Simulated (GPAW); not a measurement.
A run of GPAW 26.7.0 is set up as follows.

The input run.py:

```python
import json
import numpy as np
from ase import Atoms
from ase.io import read, write
from phonopy import Phonopy
from phonopy.structure.atoms import PhonopyAtoms
from gpaw import GPAW, PW

atoms = read('Pd.cif')

calc = GPAW(mode=PW(510),
            xc={'name': 'C09-vdW', 'backend': 'libvdwxc'},
            kpts={'size': (12, 12, 12), 'gamma': True},
            occupations={'name': 'fermi-dirac', 'width': 0.05},
            nbands=17,
            convergence={'density': 1e-06, 'eigenstates': 1e-09},
            maxiter=150,
            txt='gpaw.txt')
atoms.calc = calc
energy = atoms.get_potential_energy()
forces = atoms.get_forces()
calc.write('gs.gpw')
write('result.traj', atoms)
print('Cell:', atoms.cell.cellpar().round(4))
print(atoms.get_scaled_positions().round(5))

def force_constants(scale):
    unit = PhonopyAtoms(symbols=atoms.get_chemical_symbols(), cell=atoms.cell[:] * scale**(1 / 3),
                        scaled_positions=atoms.get_scaled_positions())
    ph = Phonopy(unit, supercell_matrix=np.diag([2, 2, 2]), primitive_matrix=np.eye(3), symprec=1e-4)
    ph.generate_displacements(distance=0.03)
    forces = []
    for i, sc in enumerate(ph.supercells_with_displacements):
        a = Atoms(sc.symbols, cell=sc.cell, scaled_positions=sc.scaled_positions, pbc=True)
        c = GPAW(mode=PW(510),
                 xc={'name': 'C09-vdW', 'backend': 'libvdwxc'},
                 kpts={'size': (6, 6, 6), 'gamma': True},
                 occupations={'name': 'fermi-dirac', 'width': 0.05},
                 nbands=94,
                 convergence={'density': 1e-06, 'eigenstates': 1e-09},
                 maxiter=150,
                 txt=f'disp-{scale:.3f}-{i:02d}.txt')
        a.calc = c
        f = a.get_forces()
        forces.append(f - f.mean(axis=0))
        print(f'displacement {i}: drift', f.mean(axis=0).round(5), flush=True)
    ph.forces = forces
    ph.produce_force_constants()
    ph.symmetrize_force_constants()
    return ph

qpoints = [[0.0, 0.0, 0.0], [0.0, 0.0, 0.5], [0.0, 0.5, 0.0], [0.0, 0.5, 0.5], [0.5, 0.0, 0.0], [0.5, 0.0, 0.5], [0.5, 0.5, 0.0], [0.5, 0.5, 0.5]]
results = {}
for scale in [1.0]:
    ph = force_constants(scale)
    ph.run_qpoints(qpoints)
    nu = ph.qpoints.frequencies * 33.35641  # THz to cm^-1
    results[f'{scale:.3f}'] = nu.tolist()
    for qp, f in zip(qpoints, nu):
        print(scale, np.round(qp, 4), f.round(2))

path = atoms.cell.bandpath('GXWKGLUWLK,UX', npoints=60, eps=1e-4)
ph.run_qpoints(path.kpts)
results['path'] = (ph.qpoints.frequencies * 33.35641).tolist()
results['path_q'] = path.kpts.tolist()
x, ticks, names = path.get_linear_kpoint_axis()
results['axis'] = [x.tolist(), list(ticks), names]
ph.run_mesh([15, 15, 15], is_gamma_center=True)
ph.run_thermal_properties(temperatures=[0, 100, 200, 300, 500, 800], cutoff_frequency=0.05)
tp = ph.thermal_properties
results['thermal'] = [list(v) for v in (tp.temperatures, tp.free_energy, tp.entropy, tp.heat_capacity)]
for t, fv, s, cv in zip(*results['thermal']):
    print(f'{t:6.0f} K  F {fv:9.4f} kJ/mol  S {s:9.4f} J/K/mol  Cv {cv:9.4f} J/K/mol')
json.dump(results, open('phonons.json', 'w'))
```

The input Pd.cif:

```cif
data_Pd
_cell_length_a 2.75276670
_cell_length_b 2.75276670
_cell_length_c 2.75276670
_cell_angle_alpha 60.00000000
_cell_angle_beta 60.00000000
_cell_angle_gamma 60.00000000
_space_group_name_H-M_alt 'P1'
_space_group_name_Hall 'P 1'
_space_group_IT_number 1
loop_
_space_group_symop_operation_xyz
'x,y,z'
loop_
_atom_site_label
_atom_site_type_symbol
_atom_site_symmetry_multiplicity
_atom_site_Wyckoff_symbol
_atom_site_fract_x
_atom_site_fract_y
_atom_site_fract_z
_atom_site_occupancy
Pd1 Pd 1 a 0.0000000000 0.0000000000 0.0000000000 1
```

Potentials or basis: GPAW PAW data sets (gpaw-data 1.2.1), pw.

Launch:

```bash
$ OMP_NUM_THREADS=1 python run.py
```

Task: Predict the highest phonon frequency.

Result: 241 cm⁻¹.

Task: What does it give for the band gap on the k mesh?

Result: None (metal or under the smearing width).

Phonon frequencies in cm⁻¹ (negative: imaginary):
```tsv
q point	frequencies
(0.000, 0.000, 0.000)	0 0 0
(0.000, 0.000, 0.500)	115 115 241
(0.000, 0.500, 0.000)	115 115 241
(0.000, 0.500, 0.500)	166 166 235
(0.500, 0.000, 0.000)	115 115 241
(0.500, 0.000, 0.500)	166 166 235
(0.500, 0.500, 0.000)	166 166 235
(0.500, 0.500, 0.500)	115 115 241
```

Caveat: phonon bands are interpolated from a small supercell.
